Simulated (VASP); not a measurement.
# WC (Qusongite) (P-6m2) in VASP: a series of runs, part 2 of 2

VASP 6.6.1. Earlier steps stand in the parts before.

**3. Relaxation of cell and atoms, PBE+D4**

File INCAR:

```
SYSTEM = WC
PREC     = Accurate       ! precision mode
ENCUT    = 600            ! plane-wave cutoff, eV
EDIFF    = 1E-7           ! SCF threshold, eV
ISMEAR   = -1             ! smearing method
SIGMA    = 0.05           ! smearing width, eV
LREAL    = .FALSE.        ! projectors in reciprocal space
LASPH    = .TRUE.         ! aspherical terms in the spheres
NELM     = 100            ! most SCF steps
ALGO     = Normal         ! electronic algorithm
ISIF     = 3              ! what is computed and relaxed
LWAVE    = .FALSE.        ! write WAVECAR
LCHARG   = .FALSE.        ! write CHGCAR
GGA      = PE             ! functional
IVDW     = 13             ! dispersion correction
IBRION   = 2              ! ionic algorithm
NSW      = 60             ! ionic steps
EDIFFG   = -0.01          ! ionic threshold
```

File KPOINTS:

```
Automatic mesh
0
G
  10 10 9
  0 0 0
```

File POSCAR:

```
WC
1.0
    2.9065000000      0.0000000000      0.0000000000
   -1.4532500000      2.5171028361      0.0000000000
    0.0000000000      0.0000000000      2.8366000000
W C
1 1
Direct
    0.0000000000      0.0000000000      0.0000000000
    0.6666666667      0.3333333333      0.5000000000
```

Potentials or basis: VASP PAW PBE potentials, release 64 (W_sv, C).

Started as:

```sh
cat potpaw_PBE.64/W_sv/POTCAR potpaw_PBE.64/C/POTCAR > POTCAR
mpirun -np 1 vasp_std > vasp.out
```

OUTCAR:

```text
SYSTEM = WC
   PREC = Accurate
   ENCUT = 600
   EDIFF = 1E-7
   ISMEAR = -1
   LREAL = .FALSE.
   LASPH = .TRUE.
   NELM = 100
   ISIF = 3
   GGA = PE
   IVDW = 13
   IBRION = 2
   NSW = 60
   EDIFFG = -0.01

 ion  position               nearest neighbor table
   1  0.000  0.000  0.000-   2 2.20   2 2.20   2 2.20   2 2.20   2 2.20   2 2.20
   2  0.667  0.333  0.500-   1 2.20   1 2.20   1 2.20   1 2.20   1 2.20   1 2.20

  LATTYP: Found a hexagonal cell.
 ALAT       =     2.9065000000
 C/A-ratio  =     0.9759504559

  Lattice vectors:

 A1 = (   2.9065000000,   0.0000000000,   0.0000000000)
 A2 = (  -1.4532500000,   2.5171028361,   0.0000000000)
 A3 = (   0.0000000000,   0.0000000000,   2.8366000000)

Analysis of symmetry for initial positions (statically):
=====================================================================
 Subroutine PRICEL returns:
 Original cell was already a primitive cell.

 Routine SETGRP: Setting up the symmetry group for a
 hexagonal supercell.

 Subroutine GETGRP returns: Found 12 space group operations
 (whereof 12 operations were pure point group operations)
 out of a pool of 24 trial point group operations.

The static configuration has the point symmetry D_3h.

Analysis of symmetry for dynamics (positions and initial velocities):
=====================================================================
 Subroutine PRICEL returns:
 Original cell was already a primitive cell.

 Routine SETGRP: Setting up the symmetry group for a
 hexagonal supercell.

 Subroutine GETGRP returns: Found 12 space group operations
 (whereof 12 operations were pure point group operations)
 out of a pool of 24 trial point group operations.

The dynamic configuration has the point symmetry D_3h.

 Subroutine INISYM returns: Found 12 space group operations
 (whereof 12 operations are pure point group operations),
 and found     1 'primitive' translations

----------------------------------------------------------------------------------------

                                     Primitive cell

  volume of cell :      20.7525
[... 106 lines left out ...]
   IALGO  =     38    algorithm
   IMIX   =      4    mixing-type and parameters
     AMIX     =   0.40;   BMIX     =  1.00
     AMIX_MAG =   1.60;   BMIX_MAG =  1.00
  volume/ion in A,a.u.               =      10.38        70.02
  Fermi-wavevector in a.u.,A,eV,Ry     =   1.561262  2.950358 33.164744  2.437540
  Thomas-Fermi vector in A             =   2.664353
   LORBIT       =      0    0 simple, 1 ext, 2 COOP (PROOUT), +10 PAW based schemes
   GGA     = PE    functional components
   LHFCALC =     F    Hartree Fock is set to
   AEXX    =    0.0000 exact exchange contribution
   IVDW    =    13    specifies the selected vdW correction
   LEPSILON=     F    determine dielectric tensor
   LRPA    =     F    only Hartree local field effects (RPA)
 conjugate gradient relaxation of ions
 non-spin polarized calculation
  energy-cutoff  :      600.00
  volume of cell :       20.75
 maximum number of plane-waves:       703
 NGX is ok and might be reduce to    24
   NGX = 11   NGY = 11   NGZ = 11

--------------------------------------- Ionic step        1  -------------------------------------------

 number of electron      18.0000000 magnetization

 Free energy of the ion-electron system (eV)
  ---------------------------------------------------
  ext. energy  EPLUGINS =         0.00000000
  ---------------------------------------------------
  free energy    TOTEN  =       -22.44747459 eV

  energy without entropy =      -22.44559459  energy(sigma->0) =      -22.44653459

------------------------ aborting loop because EDIFF is reached ----------------------------------------

  DFT-D4 for vdW energy calculation

  Edisp (eV):   -0.97490
[... 71 lines left out ...]
--------------------------------------- Ionic step        3  -------------------------------------------

 number of electron      18.0000000 magnetization

 Free energy of the ion-electron system (eV)
  ---------------------------------------------------
  ext. energy  EPLUGINS =         0.00000000
  ---------------------------------------------------
  free energy    TOTEN  =       -22.44664528 eV

  energy without entropy =      -22.44476971  energy(sigma->0) =      -22.44570749

 E-fermi :  11.0886     XC(G=0): -13.8052

 val. band max:       11.0009910844   @ k =   0.0000   0.0000   0.3333
 cond. band min:      11.1042968845   @ k =   0.1000   0.0000   0.3333
 fundamental gap:      0.1033058001
 Fermi energy:        11.0885780939

 k-point     1 :       0.0000    0.0000    0.0000
  band No.  band energies     occupation
      1     -62.9066      2.00000
      2     -26.8891      2.00000
      3     -26.7846      2.00000
      4     -26.7846      2.00000
      5      -3.3689      2.00000
      6       6.7751      2.00000
      7       7.7524      2.00000
      8       7.7524      2.00000
      9      11.1800      0.27708
     10      14.3333      0.00000
     11      14.3333      0.00000
     12      16.7209      0.00000
     13      16.7209      0.00000
[... 354 lines left out ...]
  band No.  band energies     occupation
      1     -62.8436      2.00000
      2     -27.5442      2.00000
      3     -27.0113      2.00000
      4     -26.8613      2.00000
      5       0.0679      2.00000
      6       4.1896      2.00000
      7       6.8776      2.00000
      8       8.3633      2.00000
      9       9.8088      2.00000
     10      13.7543      0.00000
     11      15.1437      0.00000
     12      16.0451      0.00000
     13      18.1226      0.00000

 [... further k-points ...]

------------------------ aborting loop because EDIFF is reached ----------------------------------------

  DFT-D4 for vdW energy calculation

  Edisp (eV):   -0.97577
[... 25 lines left out ...]
  FREE ENERGIE OF THE ION-ELECTRON SYSTEM (eV)
  ---------------------------------------------------
  free  energy   TOTEN  =       -23.4224109282 eV

  energy  without entropy=      -23.4205353580  energy(sigma->0) =      -23.42147314

 reached required accuracy - stopping structural energy minimisation
```

OSZICAR:

```text
N       E                     dE             d eps       ncg     rms          rms(c)
DAV:   1     0.121632776702E+03    0.12163E+03   -0.10629E+04  1820   0.171E+03
DAV:   2    -0.211173122828E+02   -0.14275E+03   -0.13905E+03  2060   0.408E+02
DAV:   3    -0.254723915555E+02   -0.43551E+01   -0.43147E+01  2221   0.644E+01
[... 23 lines left out ...]
DAV:   3    -0.224466762882E+02    0.13030E-03   -0.21049E-04  1960   0.133E-01    0.329E-02
DAV:   4    -0.224466472338E+02    0.29054E-04   -0.68071E-05  2045   0.926E-02    0.327E-02
DAV:   5    -0.224466456376E+02    0.15962E-05   -0.39272E-06  2020   0.223E-02    0.526E-03
DAV:   6    -0.224466452124E+02    0.42524E-06   -0.71657E-07  2115   0.686E-03    0.472E-04
DAV:   7    -0.224466452770E+02   -0.64616E-07   -0.41725E-08   925   0.217E-03
   3 F= -.23422411E+02 E0= -.23421473E+02  d E =-.355185E-04
```

Run time: 15 s. Hardware: 1 thread of Intel Xeon 6975P-C (Granite Rapids), shared host; peak memory 0.16 GiB.

Results:

| Item | Value |
| --- | --- |
| Free energy | -23.4224 eV |
| Relaxed volume | 10.37 Å³/atom |
| Relaxed cell | a = 2.906 Å, b = 2.906 Å, c = 2.835 Å, α = 90.00°, β = 90.00°, γ = 120.00° |
| Space group after relaxing (to 0.05 Å) | P-6m2 (No. 187) |
| Energy gained by relaxing | 0.0 meV/atom |
| Ionic steps | 3 |
| Pressure after relaxing | 0.1 GPa |
| Band gap on the k mesh | none (metal or under the smearing width) |
| Dispersion energy per atom | -0.488 eV |

Stress tensor (GPa, compression positive):
```
 0.10  0.00  0.00
 0.00  0.10  0.00
 0.00  0.00 -0.03
```

Final structure:
```xyz
2
Lattice="2.9061 0.0000 0.0000 -1.4530 2.5167 0.0000 0.0000 0.0000 2.8347" Properties=species:S:1:pos:R:3 pbc="T T T"
W     0.0000    0.0000    0.0000
C     1.4530    0.8389    1.4174
```

Caveat: pairwise dispersion overbinds metals, which lowers pressure and volume.

**4. Relaxation of cell and atoms, PBE+rVV10**

File INCAR:

```
SYSTEM = WC
ALGO     = Normal         ! electronic algorithm
BPARAM   = 10.0         
CPARAM   = 0.0093       
EDIFF    = 1E-6           ! SCF threshold, eV
EDIFFG   = -0.01          ! ionic threshold
ENCUT    = 600            ! plane-wave cutoff, eV
GGA      = PE             ! functional
IBRION   = 2              ! ionic algorithm
ISIF     = 3              ! what is computed and relaxed
ISMEAR   = -1             ! smearing method
IVDW_NL  = 2            
LASPH    = .True.         ! aspherical terms in the spheres
LCHARG   = .False.        ! write CHGCAR
LREAL    = .False.        ! projectors in reciprocal space
LUSE_VDW = .True.       
LWAVE    = .False.        ! write WAVECAR
NELM     = 60             ! most SCF steps
NSW      = 40             ! ionic steps
PREC     = Accurate       ! precision mode
SIGMA    = 0.05           ! smearing width, eV
```

File KPOINTS:

```
k-points
0
Gamma
  10 10 9
  0 0 0
```

POSCAR is that of step 3.

Started as:

```sh
cat potpaw_PBE.64/W_sv/POTCAR potpaw_PBE.64/C/POTCAR > POTCAR
mpirun -np 1 vasp_std > vasp.out
```

Wall time 78 s (1 thread of Intel Xeon 6975P-C (Granite Rapids), shared host); peak memory 0.23 GiB.

The run converged. Its results:

```yaml
Free_energy: -22.1514 eV
Relaxed_volume: 10.50 Å³/atom
Relaxed_cell: a = 2.919 Å, b = 2.919 Å, c = 2.845 Å, α = 90.00°, β = 90.00°, γ = 120.00°
Space_group_after_relaxing_to_0.05_Å: P-6m2 (No. 187)
Energy_gained_by_relaxing: 1.8 meV/atom
Ionic_steps: 8
Pressure_after_relaxing: 0.1 GPa
Band_gap_on_the_k_mesh: none (metal or under the smearing width)
```

The path:
| step | energy change (eV) | largest force (eV/Å) | pressure (GPa) | volume (Å³) |
| --- | --- | --- | --- | --- |
| 1 | 0.0000 | 0.0000 | 4.78 | 20.75 |
| 2 | 0.0231 | 0.0000 | -11.96 | 21.70 |
| 3 | -0.0036 | 0.0000 | -0.06 | 21.00 |
| 4 | -0.0036 | 0.0000 | -0.05 | 21.00 |
| 5 | -0.0036 | 0.0000 | 0.23 | 20.98 |
| 6 | -0.0036 | 0.0000 | 0.16 | 20.99 |
| 7 | -0.0037 | 0.0000 | 0.11 | 21.00 |
| 8 | -0.0037 | 0.0000 | 0.14 | 21.00 |

Final structure:
```yaml
crystal:
  lattice:
    - [2.91902, 0.00000, 0.00000]
    - [-1.45951, 2.52794, 0.00000]
    - [0.00000, 0.00000, 2.84519]
  atoms:
    - { symbol: W, position: [0.00000, 0.00000, 0.00000] }
    - { symbol: C, position: [0.66667, 0.33333, 0.50000] }
```

Levels at points of the mesh, in eV from the Fermi level:
| k point | band 5 | band 6 | band 7 | band 8 | band 9 | band 10 | band 11 | band 12 | band 13 |
| --- | --- | --- | --- | --- | --- | --- | --- | --- | --- |
| (0.00, 0.00, 0.00) | -14.37 | -4.25 | -3.29 | -3.29 | 0.09 | 3.19 | 3.19 | 5.57 | 5.57 |
| (0.50, 0.00, 0.00) | -11.06 | -7.00 | -3.55 | -3.52 | -0.47 | 2.32 | 4.46 | 4.80 | 6.79 |

Caveat: pairwise dispersion overbinds metals, which lowers pressure and volume.

**5. For comparison**

An earlier run on the cell as given: functional PBEsol; potentials or basis VASP PAW PBE potentials, release 64 (W_sv, C); cutoff 520 eV; k mesh 10 × 10 × 9; occupations fermi-dirac, width 0.05 eV; no spin polarisation.

* Pressure: -2.3 GPa
* Band gap on the k mesh: none (metal or under the smearing width)

**6. The runs side by side**

| task | level | cell | cutoff (eV) | ladder | gap on the mesh (eV) | pressure (GPa) | relaxed volume (Å³/atom) |
| --- | --- | --- | --- | --- | --- | --- | --- |
| relaxation of cell and atoms | PBE+D3(BJ) | relaxed | 600 | - | none | 0.0 | 10.36 |
| relaxation of cell and atoms | PBE+D4 | relaxed | 600 | - | none | 0.1 | 10.37 |
| relaxation of cell and atoms | PBE+rVV10 | relaxed | 600 | - | none | 0.1 | 10.50 |
| single point | PBEsol | as given | 520 | free | none | -2.3 | - |

Alike in all rows: potentials or basis VASP PAW PBE potentials, release 64 (W_sv, C); no spin polarisation; k mesh 10 × 10 × 9; smearing fermi-dirac 0.05 eV.

Caveats: pairwise dispersion overbinds metals, which lowers pressure and volume (some runs); the PAW data sets were made with another functional, which shifts forces and pressure a little (some runs).

Absolute energies hang on the potentials; compare differences alone.
